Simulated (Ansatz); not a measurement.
# Zn (Im-3m) in Ansatz: notebook

Aim: see how the results for Zn move with the level of theory and the settings. Levels: BLYP+D3(BJ)+ATM, PBEsol+D3(BJ), PBEsol. Tasks: relaxation of cell and atoms.

Everything below comes from runs of Ansatz 0.2.0. Logs are shortened: lines on timing, memory, paths and dates and some standing lists are left out, and cuts for length are marked.

## (1) The structure

Symmetry: Im-3m, No. 229, cubic system. Conventional cell: a = 3.138 Å, b = 3.138 Å, c = 3.138 Å, α = 90.00°, β = 90.00°, γ = 90.00°. Zn (site symmetry m-3m) has 8 Zn at 2.72 Å as nearest neighbours.

This isn't the form of Zn at room conditions, which is hcp.

## (2) Relaxation of cell and atoms, BLYP+D3(BJ)+ATM, collinear spin, ferromagnetic start (volume scaled by 0.92)

Input file run.py:

```python
import json

import ase.io
import numpy as np
from ase.calculators.calculator import CalculationFailed, Calculator
from ase.stress import full_3x3_to_voigt_6_stress
from ase.units import GPa
from ase.optimize import FIRE
from ase.filters import FrechetCellFilter

import ansatz as az

class AnsatzCalculator(Calculator):
    implemented_properties = ["energy", "free_energy", "forces", "stress", "magmom"]

    def calculate(self, atoms, properties, system_changes):
        super().calculate(atoms, properties, system_changes)
        structure = atoms.copy()
        structure.set_constraint()
        structure.set_momenta(None)
        structure.set_masses(None)
        outcome = (
            az.Crystal.from_ase(structure)
            .calculation()
            .basis(xc_grid=2)
            .kpoints(12, 12, 12)
            .functional("blyp", dispersion="d3bjatm")
            .pseudopotentials(kind="paw", partial_waves="polarizable")
            .spin("collinear")
            .scf(extra_bands=2, tolerance=2e-10)
            .occupations(method="cold", width=0.025)
            .forces()
            .stress()
            .run(threads=2)
        )
        if not outcome.report["converged"]:
            raise CalculationFailed("SCF not converged")
        report = outcome.report
        self.results = {
            "free_energy": report["lagrangian_ev"],
            "energy": report["lagrangian_ev"],
            "forces": np.array(report["forces_ev_ang"]),
            "stress": -GPa * full_3x3_to_voigt_6_stress(report["stress_gpa"]),
            "magmom": report["magnetization_mub"],
        }

np.set_printoptions(precision=5, suppress=True, linewidth=110)
atoms = ase.io.read("POSCAR", format="vasp")
atoms.set_initial_magnetic_moments([0.5])
atoms.calc = AnsatzCalculator()
FIRE(FrechetCellFilter(atoms)).run(fmax=0.01, steps=30)
print(f"final energy {atoms.get_potential_energy():.6f} eV, volume {atoms.get_volume() / len(atoms):.4f} A^3/atom")
print("stress (GPa)", atoms.get_stress() / GPa)
print("cell (A)", atoms.cell[:], "scaled positions", atoms.get_scaled_positions(wrap=False), sep="\n")
```

Input file POSCAR:

```
Zn
1.0
   -1.5260278541      1.5260278541      1.5260278541
    1.5260278541     -1.5260278541      1.5260278541
    1.5260278541      1.5260278541     -1.5260278541
Zn
1
Direct
    0.0000000000      0.0000000000      0.0000000000
```

Potentials or basis: Ansatz PAW polarizable.

Launch:

```bash
$ python run.py
```

The program printed:

```text
DeckWarning: basis.ecutwfc = 420 eV, auto-derived from the records' recommended cutoffs: set by Zn (normal level)
DeckWarning: the band count 8 (scf.n_extra_bands) hosts the net moment |M| = 0.5000 μB (N_el = 12) but caps the reachable moment at 2·n_bands − N_el = 4.0000 μB, below the 11 bands that the automatic rule leaves for it — a moment growing past the seed, or the majority channel's smearing tail, pins there with fewer empty majority states than that count leaves; raise or omit scf.n_extra_bands unless the cap is intended
DeckWarning: output.stress: scf.convergence.dr2_threshold = 2e-10 eV is looser than the 1e-10 eV advised for a printed stress (1e-10 eV for each atom of the cell: 1). What an SCF threshold leaves in a stress goes as its square root, and in the free energy as the threshold itself, and one threshold admits the most on a small cell: of the crystals measured, under no hybrid functional and no lock of the moments, on runs that ended w [...]
PlacementWarning: RAYON_NUM_THREADS=2 ignored (pool sized by the plan → 2); use plan(threads=…)
RunWarning: the starting moments were not kept: the SCF closed with an absolute magnetisation of 3.1e-7 μB, where they sum to 0.5 μB in size (1 site). That is at most 0.1 of that sum. Measured as dr2_m measures the in/out step, that magnetisation stands 1.8e-14 eV from none, at or under the dr2_threshold of 2.0e-10 eV: it is no larger than a step whose dr2_m would equal this threshold. The system may hold no moment; this SCF sho [...]
      Step          Energy          fmax
FIRE:    0    -3329.163424        0.265003
RunWarning: the starting moments were not kept: the SCF closed with an absolute magnetisation of 5.6e-7 μB, where they sum to 0.5 μB in size (1 site). That is at most 0.1 of that sum. Measured as dr2_m measures the in/out step, that magnetisation stands 1.1e-13 eV from none, at or under the dr2_threshold of 2.0e-10 eV: it is no larger than a step whose dr2_m would equal this threshold. The system may hold no moment; this SCF sho [...]
FIRE:    1    -3329.165296        0.205611
RunWarning: the starting moments were not kept: the SCF closed with an absolute magnetisation of 7.7e-6 μB, where they sum to 0.5 μB in size (1 site). That is at most 0.1 of that sum. Measured as dr2_m measures the in/out step, that magnetisation stands 1.0e-11 eV from none, at or under the dr2_threshold of 2.0e-10 eV: it is no larger than a step whose dr2_m would equal this threshold. The system may hold no moment; this SCF sho [...]
FIRE:    2    -3329.167479        0.104252
RunWarning: the starting moments were not kept: the SCF closed with an absolute magnetisation of 4.6e-7 μB, where they sum to 0.5 μB in size (1 site). That is at most 0.1 of that sum. Measured as dr2_m measures the in/out step, that magnetisation stands 7.0e-14 eV from none, at or under the dr2_threshold of 2.0e-10 eV: it is no larger than a step whose dr2_m would equal this threshold. The system may hold no moment; this SCF sho [...]
FIRE:    3    -3329.168257        0.013091
RunWarning: the starting moments were not kept: the SCF closed with an absolute magnetisation of 4.7e-7 μB, where they sum to 0.5 μB in size (1 site). That is at most 0.1 of that sum. Measured as dr2_m measures the in/out step, that magnetisation stands 7.1e-14 eV from none, at or under the dr2_threshold of 2.0e-10 eV: it is no larger than a step whose dr2_m would equal this threshold. The system may hold no moment; this SCF sho [...]
FIRE:    4    -3329.168259        0.012443
RunWarning: the starting moments were not kept: the SCF closed with an absolute magnetisation of 5.0e-7 μB, where they sum to 0.5 μB in size (1 site). That is at most 0.1 of that sum. Measured as dr2_m measures the in/out step, that magnetisation stands 7.5e-14 eV from none, at or under the dr2_threshold of 2.0e-10 eV: it is no larger than a step whose dr2_m would equal this threshold. The system may hold no moment; this SCF sho [...]
FIRE:    5    -3329.168262        0.011179
RunWarning: the starting moments were not kept: the SCF closed with an absolute magnetisation of 5.3e-7 μB, where they sum to 0.5 μB in size (1 site). That is at most 0.1 of that sum. Measured as dr2_m measures the in/out step, that magnetisation stands 8.1e-14 eV from none, at or under the dr2_threshold of 2.0e-10 eV: it is no larger than a step whose dr2_m would equal this threshold. The system may hold no moment; this SCF sho [...]
FIRE:    6    -3329.168264        0.009334
final energy -3329.168264 eV, volume 14.7767 A^3/atom
stress (GPa) [ 0.10121  0.10121  0.10121 -0.       0.      -0.     ]
cell (A)
[[-1.54587  1.54587  1.54587]
 [ 1.54587 -1.54587  1.54587]
 [ 1.54587  1.54587 -1.54587]]
scaled positions
[[-0.  0.  0.]]
```

Run time: 13 s. Hardware: 2 threads of Arm Neoverse V1, shared host; peak memory 0.42 GiB.

What came out:

```
Free energy                            : -3329.1683 eV
Relaxed volume                         : 14.78 Å³/atom
Relaxed cell                           : a = 2.678 Å, b = 2.678 Å, c = 2.678 Å, α = 109.47°, β = 109.47°, γ = 109.47°
Space group after relaxing (to 0.05 Å) : Im-3m (No. 229)
Energy gained by relaxing              : 4.8 meV/atom
Ionic steps                            : 7
Pressure after relaxing                : -0.1 GPa
Net moment                             : 0.00 μB per cell
Absolute moment                        : 0.00 μB per cell
```

The path:
| step | energy change (eV) | largest force (eV/Å) | pressure (GPa) | volume (Å³) |
| --- | --- | --- | --- | --- |
| 1 | 0.0000 | 0.0000 | 2.99 | 14.22 |
| 2 | -0.0019 | 0.0000 | 2.30 | 14.33 |
| 3 | -0.0041 | 0.0000 | 1.15 | 14.53 |
| 4 | -0.0048 | 0.0000 | -0.14 | 14.79 |
| 5 | -0.0048 | 0.0000 | -0.13 | 14.78 |
| 6 | -0.0048 | 0.0000 | -0.12 | 14.78 |
| 7 | -0.0048 | 0.0000 | -0.10 | 14.78 |

Final structure:
```yaml
crystal:
  lattice:
    - [-1.54587, 1.54587, 1.54587]
    - [1.54587, -1.54587, 1.54587]
    - [1.54587, 1.54587, -1.54587]
  atoms:
    - { symbol: Zn, position: [0.00000, 0.00000, 0.00000] }
```

Caveat: the potentials were made for another functional, which shifts forces and pressure; the starting moments weren't kept; the thresholds are loose for stress.

## (3) Relaxation of cell and atoms, PBEsol+D3(BJ)

Input file run.py:

```python
import json

import ase.io
import numpy as np

import ansatz as az

atoms = ase.io.read("Zn.cif")
atoms.info.pop("occupancy", None)

calculation = (
    az.Crystal.from_ase(atoms)
    .calculation()
    .kpoints(9, 9, 9)
    .functional("pbesol", dispersion="d3bj")
    .pseudopotentials(kind="nc", accuracy="standard", xc_functional="pbesol")
    .scf(extra_bands=2)
    .occupations(method="tetrahedron_uncorrected")
    .relax(force_tolerance=0.01, max_steps=40, cell=True, stress_tolerance=0.05)
    .forces()
    .stress()
)
outcome = calculation.run(threads=2, events_out="events.jsonl")

report = outcome.report
for line in open("events.jsonl"):
    event = json.loads(line)
    if event["event"] == "scf_iter":
        d = event["data"]
        print(f"SCF {d['iter']:3d}  HF = {d['harris_foulkes_ev']:.6f} eV  dr2 = {d['dr2_ev']:.2e} eV")
    elif event["event"] in ("relax_step", "md_step"):
        d = event["data"]
        print(f"{event['event']} {d['step']:3d}  E = {d['lagrangian_ev']:.6f} eV")
np.set_printoptions(precision=5, suppress=True, linewidth=110)
print("converged:", report["converged"], "after", report["n_iterations"], "iterations")
print(f"free energy {report['free_energy_ev']:.6f} eV, Fermi level {report['fermi_energy_ev']:.4f} eV")
for key in ("band_edges_ev", "magnetization_mub", "site_moments_mub", "site_moments_nc_mub", "forces_ev_ang",
                "stress_gpa"):
    if report.get(key) is not None:
        print(key, np.array(report[key]), sep="\n")
```

Input file Zn.cif:

```cif
data_Zn
_cell_length_a 3.13807400
_cell_length_b 3.13807400
_cell_length_c 3.13807400
_cell_angle_alpha 90.00000000
_cell_angle_beta 90.00000000
_cell_angle_gamma 90.00000000
_space_group_name_H-M_alt 'Im-3m'
_space_group_name_Hall '-I 4 2 3'
_space_group_IT_number 229
loop_
_space_group_symop_operation_xyz
'x,y,z'
'-x,-y,-z'
'-y,x,z'
'y,-x,-z'
'-x,-y,z'
'x,y,-z'
'y,-x,z'
'-y,x,-z'
'x,-y,-z'
'-x,y,z'
'-y,-x,-z'
'y,x,z'
'-x,y,-z'
'x,-y,z'
'y,x,-z'
'-y,-x,z'
'z,x,y'
'-z,-x,-y'
'z,-y,x'
'-z,y,-x'
'z,-x,-y'
'-z,x,y'
'z,y,-x'
'-z,-y,x'
'-z,x,-y'
'z,-x,y'
'-z,-y,-x'
'z,y,x'
'-z,-x,y'
'z,x,-y'
'-z,y,x'
'z,-y,-x'
'y,z,x'
'-y,-z,-x'
'x,z,-y'
'-x,-z,y'
'-y,z,-x'
'y,-z,x'
'-x,z,y'
'x,-z,-y'
'-y,-z,x'
'y,z,-x'
'-x,-z,-y'
'x,z,y'
'y,-z,-x'
'-y,z,x'
'x,-z,y'
'-x,z,-y'
'x+1/2,y+1/2,z+1/2'
'-x+1/2,-y+1/2,-z+1/2'
'-y+1/2,x+1/2,z+1/2'
'y+1/2,-x+1/2,-z+1/2'
'-x+1/2,-y+1/2,z+1/2'
'x+1/2,y+1/2,-z+1/2'
'y+1/2,-x+1/2,z+1/2'
'-y+1/2,x+1/2,-z+1/2'
'x+1/2,-y+1/2,-z+1/2'
'-x+1/2,y+1/2,z+1/2'
'-y+1/2,-x+1/2,-z+1/2'
'y+1/2,x+1/2,z+1/2'
'-x+1/2,y+1/2,-z+1/2'
'x+1/2,-y+1/2,z+1/2'
'y+1/2,x+1/2,-z+1/2'
'-y+1/2,-x+1/2,z+1/2'
'z+1/2,x+1/2,y+1/2'
'-z+1/2,-x+1/2,-y+1/2'
'z+1/2,-y+1/2,x+1/2'
'-z+1/2,y+1/2,-x+1/2'
'z+1/2,-x+1/2,-y+1/2'
'-z+1/2,x+1/2,y+1/2'
'z+1/2,y+1/2,-x+1/2'
'-z+1/2,-y+1/2,x+1/2'
'-z+1/2,x+1/2,-y+1/2'
'z+1/2,-x+1/2,y+1/2'
'-z+1/2,-y+1/2,-x+1/2'
'z+1/2,y+1/2,x+1/2'
'-z+1/2,-x+1/2,y+1/2'
'z+1/2,x+1/2,-y+1/2'
'-z+1/2,y+1/2,x+1/2'
'z+1/2,-y+1/2,-x+1/2'
'y+1/2,z+1/2,x+1/2'
'-y+1/2,-z+1/2,-x+1/2'
'x+1/2,z+1/2,-y+1/2'
'-x+1/2,-z+1/2,y+1/2'
'-y+1/2,z+1/2,-x+1/2'
'y+1/2,-z+1/2,x+1/2'
'-x+1/2,z+1/2,y+1/2'
'x+1/2,-z+1/2,-y+1/2'
'-y+1/2,-z+1/2,x+1/2'
'y+1/2,z+1/2,-x+1/2'
'-x+1/2,-z+1/2,-y+1/2'
'x+1/2,z+1/2,y+1/2'
'y+1/2,-z+1/2,-x+1/2'
'-y+1/2,z+1/2,x+1/2'
'x+1/2,-z+1/2,y+1/2'
'-x+1/2,z+1/2,-y+1/2'
loop_
_atom_site_label
_atom_site_type_symbol
_atom_site_symmetry_multiplicity
_atom_site_Wyckoff_symbol
_atom_site_fract_x
_atom_site_fract_y
_atom_site_fract_z
_atom_site_occupancy
Zn1 Zn 2 a 0.0000000000 0.0000000000 0.0000000000 1
```

Potentials or basis: PseudoDojo PBEsol.

Launch:

```bash
$ python run.py
```

Wall time 14 s (2 threads of Arm Neoverse V1, shared host); peak memory 0.45 GiB.

It converged, with:

```yaml
Free_energy: -11370.2764 eV
Relaxed_volume: 13.43 Å³/atom
Relaxed_cell: a = 2.995 Å, b = 2.995 Å, c = 2.995 Å, α = 90.00°, β = 90.00°, γ = 90.00°
Space_group_after_relaxing_to_0.05_Å: Im-3m (No. 229)
Energy_gained_by_relaxing: 73.8 meV/atom
Ionic_steps: 6
Pressure_after_relaxing: 0.0 GPa
Band_gap_on_the_k_mesh: none (metal or under the smearing width)
```

The path:
```csv
step,energy change (eV),largest force (eV/Å),volume (Å³)
1,0.0000,0.0000,30.90
2,-0.1419,0.0000,27.57
3,-0.1469,0.0000,26.61
4,-0.1477,0.0000,26.88
5,-0.1477,0.0000,26.86
6,-0.1476,0.0000,26.86
```

Final structure:
```
Zn
1.0
     2.99490    0.00000    0.00000
     0.00000    2.99490    0.00000
     0.00000    0.00000    2.99490
Zn
2
Direct
  0.00000 0.00000 0.00000
  0.50000 0.50000 0.50000
```

Levels at points of the mesh, in eV from the Fermi level:
```
           k point  band 17  band 18  band 19  band 20  band 21  band 22
(0.00, 0.00, 0.00)    -7.43    -7.43    -7.43     4.08     4.08     4.08
```

Caveat: pairwise dispersion overbinds metals, which lowers pressure and volume.

## (4) Relaxation of cell and atoms, PBEsol

Input file run.py:

```python
import json

import ase.io
import numpy as np
from ase.calculators.calculator import CalculationFailed, Calculator
from ase.stress import full_3x3_to_voigt_6_stress
from ase.units import GPa
from ase.optimize import LBFGS
from ase.filters import FrechetCellFilter

import ansatz as az

class AnsatzCalculator(Calculator):
    implemented_properties = ["energy", "free_energy", "forces", "stress", "magmom"]

    def calculate(self, atoms, properties, system_changes):
        super().calculate(atoms, properties, system_changes)
        structure = atoms.copy()
        structure.set_constraint()
        structure.set_momenta(None)
        structure.set_masses(None)
        outcome = (
            az.Crystal.from_ase(structure)
            .calculation()
            .basis(xc_grid=2)
            .kpoints(12, 12, 12)
            .functional("pbesol")
            .pseudopotentials(kind="nc", accuracy="stringent", xc_functional="pbesol")
            .scf(tolerance=2e-10)
            .mixing(algorithm="broyden", beta=0.7)
            .occupations(method="fermi_dirac", width=0.05)
            .forces()
            .stress()
            .run(threads=2)
        )
        if not outcome.report["converged"]:
            raise CalculationFailed("SCF not converged")
        report = outcome.report
        self.results = {
            "free_energy": report["lagrangian_ev"],
            "energy": report["lagrangian_ev"],
            "forces": np.array(report["forces_ev_ang"]),
            "stress": -GPa * full_3x3_to_voigt_6_stress(report["stress_gpa"]),
            "magmom": report["magnetization_mub"],
        }

np.set_printoptions(precision=5, suppress=True, linewidth=110)
atoms = ase.io.read("Zn.cif")
atoms.info.pop("occupancy", None)
atoms.calc = AnsatzCalculator()
LBFGS(FrechetCellFilter(atoms)).run(fmax=0.05, steps=30)
print(f"final energy {atoms.get_potential_energy():.6f} eV, volume {atoms.get_volume() / len(atoms):.4f} A^3/atom")
print("stress (GPa)", atoms.get_stress() / GPa)
print("cell (A)", atoms.cell[:], "scaled positions", atoms.get_scaled_positions(wrap=False), sep="\n")
```

Input file Zn.cif:

```cif
data_Zn
_cell_length_a 2.71765180
_cell_length_b 2.71765180
_cell_length_c 2.71765180
_cell_angle_alpha 109.47122063
_cell_angle_beta 109.47122063
_cell_angle_gamma 109.47122063
_space_group_name_H-M_alt 'P1'
_space_group_name_Hall 'P 1'
_space_group_IT_number 1
loop_
_space_group_symop_operation_xyz
'x,y,z'
loop_
_atom_site_label
_atom_site_type_symbol
_atom_site_symmetry_multiplicity
_atom_site_Wyckoff_symbol
_atom_site_fract_x
_atom_site_fract_y
_atom_site_fract_z
_atom_site_occupancy
Zn1 Zn 1 a 0.0000000000 0.0000000000 0.0000000000 1
```

Potentials or basis: PseudoDojo PBEsol stringent.

Launch:

```bash
$ python run.py
```

Run time: 6.6 s. Hardware: 2 threads of Arm Neoverse V1, shared host; peak memory 0.42 GiB.

The run converged. Its results:

```yaml
Free_energy: -5684.8144 eV
Relaxed_volume: 14.25 Å³/atom
Relaxed_cell: a = 2.646 Å, b = 2.646 Å, c = 2.646 Å, α = 109.47°, β = 109.47°, γ = 109.47°
Space_group_after_relaxing_to_0.05_Å: Im-3m (No. 229)
Energy_gained_by_relaxing: 22.0 meV/atom
Ionic_steps: 4
Pressure_after_relaxing: -0.1 GPa
```

The path:
| step | energy change (eV) | largest force (eV/Å) | pressure (GPa) | volume (Å³) |
| --- | --- | --- | --- | --- |
| 1 | 0.0000 | 0.0000 | -5.29 | 15.45 |
| 2 | -0.0098 | 0.0000 | -4.12 | 15.12 |
| 3 | -0.0217 | 0.0000 | 0.82 | 14.10 |
| 4 | -0.0220 | 0.0000 | -0.12 | 14.25 |

Final structure:
```
CELL_PARAMETERS angstrom
2.64556 0.00000 0.00000
-0.88185 2.49426 0.00000
-0.88185 -1.24713 2.16009
ATOMIC_POSITIONS crystal
Zn 0.00000 0.00000 0.00000
```

Caveat: the thresholds are loose for stress.

## (5) Summary

| level | potentials or basis | spin | cell | k mesh | cutoff (eV) | smearing | driver | optimizer | fmax | steps | filter | other keys | pressure (GPa) | relaxed volume (Å³/atom) |
| --- | --- | --- | --- | --- | --- | --- | --- | --- | --- | --- | --- | --- | --- | --- |
| BLYP+D3(BJ)+ATM | Ansatz PAW polarizable | collinear, ferromagnetic start | relaxed from: volume scaled by 0.92 | 12 × 12 × 12 | 420 | cold 0.025 eV | calculator | FIRE | 0.01 | 30 | FrechetCellFilter | scf.n_extra_bands = 2 | -0.1 | 14.78 |
| PBEsol+D3(BJ) | PseudoDojo PBEsol | off | relaxed | 9 × 9 × 9 | 1143 | tetrahedron-uncorrected | chain | - | - | - | - | scf.occupations.width = left out; … | 0.0 | 13.43 |
| PBEsol | PseudoDojo PBEsol stringent | off | relaxed | 12 × 12 × 12 | 1143 | fermi-dirac 0.05 eV | calculator | LBFGS | 0.05 | 30 | FrechetCellFilter | scf.mixing.algorithm = broyden; scf.mixing.beta = 0.7 | -0.1 | 14.25 |

Alike in all rows: task relaxation of cell and atoms.

Caveats: the thresholds are loose for stress (some runs); the potentials were made for another functional, which shifts forces and pressure (some runs); the starting moments weren't kept (some runs); pairwise dispersion overbinds metals, which lowers pressure and volume (some runs).

Total energies depend on the potentials used, so only differences within one code and one set of settings carry meaning.
